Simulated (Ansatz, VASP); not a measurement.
## Two plane-wave programs on Te

The input INCAR:

```
SYSTEM = Te
PREC = Accurate
ENCUT = 600
EDIFF = 1E-6
ISMEAR = -1
SIGMA = 0.05
LREAL = .FALSE.
LASPH = .TRUE.
NELM = 100
ALGO = Normal
ISIF = 3
LWAVE = .FALSE.
LCHARG = .FALSE.
GGA = PE
IBRION = 2
NSW = 60
EDIFFG = -0.01
```

The input KPOINTS:

```
regular mesh
0
G
  9 9 9
  0 0 0
```

POSCAR

```
Te
1.0
    2.3059043427      1.3313144930      1.6909537039
   -2.3059043427      1.3313144930      1.6909537039
    0.0000000000     -2.6626289860      1.6909537039
Te
1
Direct
    0.5000000000      0.5000000000      0.5000000000
```

Contents of input.yaml:

```yaml
crystal:
  lattice:
    - [2.3059043427, 1.331314493, 1.6909537039]
    - [-2.3059043427, 1.331314493, 1.6909537039]
    - [0.0, -2.662628986, 1.6909537039]
  atoms:
    - { symbol: Te, position: [0.5, 0.5, 0.5] }
hamiltonian:
  xc: pbe
  pseudopotentials: { kind: paw }
kpoints:
  mp_grid: { grid: [9, 9, 9] }
scf:
  occupations: { method: fermi_dirac, width: 0.05 }
output:
  forces: true
  stress: true
  eigenvalues: true
relax:
  f_tol: 0.01
  max_steps: 40
  cell: { stress_tol: 0.05 }
```

This isn't the form of Te at room conditions, which is trigonal, of chains.

Alike in both runs: task relaxation of cell and atoms; functional PBE; k mesh 9 × 9 × 9; occupations fermi-dirac, width 0.05 eV; no spin polarisation.

```csv
,VASP,Ansatz
version,VASP 6.6.1,Ansatz 0.2.0
potentials or method,"VASP PAW PBE potentials, release 64 (Te)",Ansatz PAW
plane-wave cutoff (eV),600,420
valence electrons in the cell,6,16
```

Ansatz gave:

| Property | Result |
| --- | --- |
| gap on the k mesh at the Fermi level, each at its own relaxed structure (eV) | none |
| relaxed volume (Å³/atom) | 32.88 |
| relaxed cell length with the largest relative difference (Å) | 3.205 |
| energy change over the relaxation (meV/atom) | -16 |

What did VASP give for the same quantities?

gap on the k mesh at the Fermi level, each at its own relaxed structure (eV): none; relaxed volume (Å³/atom): 32.84; relaxed cell length with the largest relative difference (Å): 3.204; energy change over the relaxation (meV/atom): -15.

A gap of «none» marks a metal or a gap that the smearing closes. The two sets of potentials don't hold the same shells in valence.

Caveats: the plane-wave basis is chosen anew once the cell has moved, so the energies of steps on either side of that aren't comparable (Ansatz). Spin-orbit coupling is left out, which matters for the levels of Te.
